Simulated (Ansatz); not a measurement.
**AlFe3 under changes of volume**

One of the cells (12.033 Å³/atom); the others are scaled copies at fixed shape and fractional positions:

```
CELL_PARAMETERS angstrom
0.00000 2.88714 2.88714
2.88714 0.00000 2.88714
2.88714 2.88714 0.00000
ATOMIC_POSITIONS crystal
Fe 0.75000 0.75000 0.75000
Fe 0.25000 0.25000 0.25000
Fe 0.50000 0.50000 0.50000
Al 0.00000 0.00000 0.00000
```

The cell comes from a database or a generator and needn't be the stable form of this composition.

```yaml
Program: Ansatz 0.2.0
Functional: PBEsol
Potentials_or_basis: Ansatz PAW
Cutoff: "420 eV (not typed: the program's choice for these potentials)"
k_mesh: 8 × 8 × 8
Occupations: fermi-dirac, width 0.05 eV
Spin: collinear spin, ferromagnetic start
Starting_moments: "[3.0, 3.0, 3.0, 0.0] μB"
```

```tsv
volume (Å³/atom)	energy over the lowest point (meV/atom)	pressure (GPa)	moment (μB per cell)
11.311	0.00	0.3	5.70
11.552	2.04	-3.3	5.87
11.792	9.39	-6.7	5.97
12.033	21.88	-9.9	6.04
12.274	?	?	?
12.514	60.21	-15.0	6.22
12.755	84.56	-16.8	6.37
```

Question: What does the run at 12.274 Å³/atom give?

Answer: Energy over the lowest point 39.06 meV/atom; pressure -12.7 GPa; moment 6.11 μB per cell.

Worked out: A Birch-Murnaghan fit of order 3 (a polynomial in V^(-2/3)) to the other rows has its minimum at 11.36 Å³/atom with B0 = V·E''(V) = 197 GPa and B' = 4.7. It gives 39.10 meV/atom at 12.274 Å³/atom, against the run's 39.06, and -dE/dV = -12.7 GPa, against -12.7. A parabola through the other rows of the moment, of slope 0.411 μB per Å³/atom there, gives 6.16 μB, against the run's 6.11.

Energies are extrapolated to zero smearing.

Caveats: the PAW data sets come from PBE, with cores solved anew for the run's functional, which leaves a small shift of forces and pressure.
